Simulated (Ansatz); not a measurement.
LiI:
```cif
data_I4Li4
_chemical_formula_sum 'Li4 I4'
_space_group_name_H-M_alt 'Fm-3m'
_space_group_IT_number 225
_space_group_name_Hall '-F 4 2 3'
_cell_length_a 6.01956
_cell_length_b 6.01956
_cell_length_c 6.01956
_cell_angle_alpha 90.000
_cell_angle_beta 90.000
_cell_angle_gamma 90.000
loop_
_atom_site_label
_atom_site_type_symbol
_atom_site_symmetry_multiplicity
_atom_site_Wyckoff_symbol
_atom_site_fract_x
_atom_site_fract_y
_atom_site_fract_z
_atom_site_occupancy
Li1 Li 4 a 0.00000 0.00000 0.00000 1
I1 I 4 b 0.50000 0.50000 0.50000 1
```
(The calculation used a cell of 2 atoms; values per cell refer to that cell.)

Relaxed with PBE.

Problem. Decompose the optical modes at the zone centre into irreducible representations, and say which are infrared and Raman allowed.

Solution. Point group m-3m: Γ_opt = T1u. Infrared: T1u. Raman: none.

Problem. Assign frequencies (DFPT, PBE in the plane-wave PAW code Ansatz; without the LO–TO term).

Solution. T1u 117 cm⁻¹.

Symmetry was held in the PBE relaxation; phonons on a q-mesh show no instability. Scalar-relativistic: spin–orbit coupling is off unless named, which matters more the heavier the elements.

Potentials: the later of the program's two PAW sets.
